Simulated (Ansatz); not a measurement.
Au:

```xyz
1
Lattice="-1.6573 1.6573 1.6573 1.6573 -1.6573 1.6573 1.6573 1.6573 -1.6573" Properties=species:S:1:pos:R:3 pbc="T T T"
Au    0.0000    0.0000    0.0000
```

This isn't the form of Au at room conditions, which is fcc.

Base run:

- Program: Ansatz 0.2.0
- Functional: PBE
- Potentials or basis: Ansatz PAW
- Cutoff: 420 eV (not typed: the program's choice for these potentials)
- k mesh: 11 × 11 × 11
- Occupations: fermi-dirac, width 0.05 eV
- Spin: no spin polarisation

Its results: band gap on the k mesh none (metal or under the smearing width); pressure -0.9 GPa.

Q: The run is repeated on the same cell with these changes: functional from PBE to PBEsol. What comes out?

A: Band gap on the k mesh none (metal or under the smearing width); pressure -8.9 GPa.

PBEsol binds more tightly than PBE, so the same cell stands under less pressure.

Caveats: spin-orbit coupling is left out, which moves the levels of the heavy elements; the PAW data sets come from PBE, with cores solved anew for the run's functional, which leaves a small shift of forces and pressure (some runs).
